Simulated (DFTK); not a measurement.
# Al (Im-3m) in DFTK: reference runs

Reference runs on Al: the cell as given and a disturbed copy.

Program: DFTK 0.8.2. These are calculated values, not measurements. Logs are shortened: lines on timing, memory, paths and dates and some standing lists are left out, and cuts for length are marked.

**1. Starting point**

The structure is cubic, space group Im-3m (No. 229). The conventional cell has a = 3.182 Å, b = 3.182 Å, c = 3.182 Å, α = 90.00°, β = 90.00°, γ = 90.00°. Al (site symmetry m-3m) is surrounded by 8 Al at 2.76 Å.

This isn't the form of Al at room conditions, which is fcc.

**2. Single point, PBE**

The input, run.jl:

```julia
using DFTK
using PseudoPotentialData
using Unitful, UnitfulAtomic
using LinearAlgebra, Printf
include("save.jl")
disable_threading()

# lattice vectors are the columns
lattice = austrip(1u"Å") * [   -1.59121869     1.59121869     1.59121869;
               1.59121869    -1.59121869     1.59121869;
               1.59121869     1.59121869    -1.59121869]
symbols   = [:Al]
positions = [[0.0, 0.0, 0.0]]
pseudopotentials = PseudoFamily("dojo.nc.sr.pbe.v0_4_1.standard.upf")
elements = Dict(s => ElementPsp(s, pseudopotentials) for s in unique(symbols))
atoms    = [elements[s] for s in symbols]

build_model(lattice, positions; symmetries=true) =
    model_DFT(lattice, atoms, positions;
              functionals=PBE(),
              temperature=austrip(0.05u"eV"),
              smearing=Smearing.FermiDirac(),
              symmetries)
Ecut  = 26.0  # hartree
kgrid = [12, 12, 12]
tol   = 1e-6
to_GPa = ustrip(uconvert(u"GPa", 1u"hartree/bohr^3"))

model = build_model(lattice, positions)
basis = PlaneWaveBasis(model; Ecut, kgrid)
display(basis)
scfres = self_consistent_field(basis;
                               tol,
                               nbandsalg=AdaptiveBands(model; n_bands_converge=6))
display(scfres.energies)
@printf "Fermi level: %.6f eV\n" ustrip(auconvert(u"eV", something(scfres.εF, NaN)))
forces = compute_forces_cart(scfres)
println("Forces (eV/Å)")
for (s, f) in zip(symbols, forces)
    @printf "%-3s %12.6f %12.6f %12.6f\n" s ustrip.(auconvert.(u"eV/Å", f))...
end
stress = compute_stresses_cart(scfres)
println("Stress (GPa)")
display(round.(stress * to_GPa; digits=4))
println("Levels at the first k-point (eV): ", round.(ustrip.(auconvert.(u"eV", scfres.eigenvalues[1][1:scfres.n_bands_converge])); digits=4))
save_scf!(scfres; forces, stress)
```

Potentials or basis: dojo.nc.sr.pbe.v0_4_1.standard.upf (PBE).

The run is started by

```bash
$ julia --threads=1 run.jl  # save.jl only writes the numbers to a file and isn't shown; printed stress counts tension as positive; times include loading and compiling
```

Log:

```text
PlaneWaveBasis discretization:

    Ecut                 : 26.0 Ha
    fft_size             : (25, 25, 25), 15625 total points
    kgrid                : MonkhorstPack([12, 12, 12])
    num.   red. kpoints  : 1728
    num. irred. kpoints  : 72

    Discretized Model(gga_x_pbe+gga_c_pbe, 3D):
        lattice (in Bohr)    : [-3.00697  , 3.00697   , 3.00697   ]
                               [3.00697   , -3.00697  , 3.00697   ]
                               [3.00697   , 3.00697   , -3.00697  ]
        unit cell volume     : 108.75 Bohr³

        atoms                : Al
        pseudopot. family    : PseudoFamily("dojo.nc.sr.pbe.v0_4_1.standard.upf")

        num. electrons       : 3
        spin polarization    : none
        temperature          : 0.0018375 Ha
        smearing             : DFTK.Smearing.FermiDirac()

        terms                : Kinetic()
                               AtomicLocal()
                               AtomicNonlocal()
                               Ewald(nothing)
                               PspCorrection()
                               Hartree()
                               Xc(gga_x_pbe, gga_c_pbe)
                               Entropy()
n     Energy            log10(ΔE)   log10(Δρ)   Diag   Δtime
---   ---------------   ---------   ---------   ----   ------
  1   -2.313396787027                   -1.47    4.1    1.35s
  2   -2.313595966215       -3.70       -1.85    9.4    1.17s
  3   -2.313620683256       -4.61       -3.56   11.1    2.39s
  4   -2.313621757683       -5.97       -4.28   17.5    3.40s
  5   -2.313621757847       -9.79       -5.03   24.1    3.46s
  6   -2.313621757867      -10.71       -6.14   29.8    4.20s
Energy breakdown (in Ha):
    Kinetic             0.8668019
    AtomicLocal         0.1324562
    AtomicNonlocal      0.3843234
    Ewald               -2.7231007
    PspCorrection       0.1125861
    Hartree             0.0024221
    Xc                  -1.0889592
    Entropy             -0.0001516

    total               -2.313621757867
Fermi level: 7.139772 eV
Forces (eV/Å)
Al     -0.000000     0.000000    -0.000000
Stress (GPa)
3×3 StaticArraysCore.SMatrix{3, 3, Float64, 9} with indices SOneTo(3)×SOneTo(3):
 -3.5817  -0.0     -0.0
 -0.0     -3.5817  -0.0
 -0.0     -0.0     -3.5817
Levels at the first k-point (eV): [-4.1436, 20.5625, 20.5625, 20.5625, 22.1714, 22.1714, 22.1714, 23.645, 23.645, 25.8818, 25.8818, 25.8818, 35.254, 46.4026, 46.4026, 53.3572, 53.3572, 53.3572, 59.685, 64.5882, 64.5882, 64.5882, 75.6285, 76.7663, 76.7663, 80.9289]
```

It took 38 s on 1 thread of AMD EPYC 9R45 (Zen 5), shared host; peak memory 1.4 GiB.

What came out:

```yaml
Free_energy: -62.9569 eV
Pressure: 3.6 GPa
Band_gap_on_the_k_mesh: none (metal or under the smearing width)
```

**3. Single point, PBE (cell strained at random at fixed volume)**

run.jl: that of step 2 with these lines changed.

```diff
@@ -8,7 +8,7 @@
 # lattice vectors are the columns
-lattice = austrip(1u"Å") * [   -1.59121869     1.59121869     1.59121869;
-               1.59121869    -1.59121869     1.59121869;
-               1.59121869     1.59121869    -1.59121869]
+lattice = austrip(1u"Å") * [      -1.69895       1.630953       1.660366;
+                 1.564306      -1.582909       1.544325;
+                 1.600798       1.551404      -1.619401]
 symbols   = [:Al]
-positions = [[0.0, 0.0, 0.0]]
+positions = [[-0.000693, 0.012387, 0.005849]]
 pseudopotentials = PseudoFamily("dojo.nc.sr.pbe.v0_4_1.standard.upf")
```

Potentials or basis: dojo.nc.sr.pbe.v0_4_1.standard.upf (PBE).

The run is started by

```bash
$ julia --threads=1 run.jl  # save.jl only writes the numbers to a file and isn't shown; printed stress counts tension as positive; times include loading and compiling
```

Log:

```text
PlaneWaveBasis discretization:

    Ecut                 : 26.0 Ha
    fft_size             : (27, 25, 27), 18225 total points
    kgrid                : MonkhorstPack([12, 12, 12])
    num.   red. kpoints  : 1728
    num. irred. kpoints  : 1728

    Discretized Model(gga_x_pbe+gga_c_pbe, 3D):
        lattice (in Bohr)    : [-3.21055  , 3.08205   , 3.13764   ]
                               [2.95611   , -2.99126  , 2.91835   ]
                               [3.02507   , 2.93173   , -3.06022  ]
        unit cell volume     : 108.75 Bohr³

        atoms                : Al
        pseudopot. family    : PseudoFamily("dojo.nc.sr.pbe.v0_4_1.standard.upf")

        num. electrons       : 3
        spin polarization    : none
        temperature          : 0.0018375 Ha
        smearing             : DFTK.Smearing.FermiDirac()

        terms                : Kinetic()
                               AtomicLocal()
                               AtomicNonlocal()
                               Ewald(nothing)
                               PspCorrection()
                               Hartree()
                               Xc(gga_x_pbe, gga_c_pbe)
                               Entropy()
n     Energy            log10(ΔE)   log10(Δρ)   Diag   Δtime
---   ---------------   ---------   ---------   ----   ------
  1   -2.313380037401                   -1.47    3.2    17.9s
  2   -2.313540646610       -3.79       -1.84    9.6    32.7s
  3   -2.313564504469       -4.62       -3.53   11.2    53.2s
  4   -2.313565611464       -5.96       -4.34   17.8    88.4s
  5   -2.313565611774       -9.51       -4.88   23.9    95.2s
  6   -2.313565611799      -10.60       -5.84   27.9     106s
  7   -2.313565611800      -12.06       -6.82   31.4     135s
Energy breakdown (in Ha):
    Kinetic             0.8673752
    AtomicLocal         0.1308356
    AtomicNonlocal      0.3844877
    Ewald               -2.7222276
    PspCorrection       0.1125861
    Hartree             0.0027252
    Xc                  -1.0892022
    Entropy             -0.0001456

    total               -2.313565611800
Fermi level: 7.149148 eV
Forces (eV/Å)
Al      0.000000     0.000000     0.000000
Stress (GPa)
3×3 StaticArraysCore.SMatrix{3, 3, Float64, 9} with indices SOneTo(3)×SOneTo(3):
 -4.8225  -0.4721  -1.4173
 -0.4721  -3.1086  -0.5939
 -1.4173  -0.5939  -3.1448
Levels at the first k-point (eV): [-4.1452, 19.8023, 20.2399, 21.1145, 21.4393, 22.0442, 22.9021, 23.2148, 24.505, 25.3721, 26.358, 26.7164, 35.137, 44.865, 48.0659, 49.7478, 54.535, 56.0989, 59.5326, 63.3216, 63.9482, 66.3302, 74.166, 75.143, 77.7151, 78.008, 78.7237, 79.8393, 80.9643, 81.5183]
```

It took 13 min on 1 thread of AMD EPYC 9R45 (Zen 5), shared host; peak memory 4.6 GiB.

Results:

- Free energy: -62.9553 eV
- Pressure: 3.7 GPa
- Band gap on the k mesh: none (metal or under the smearing width)
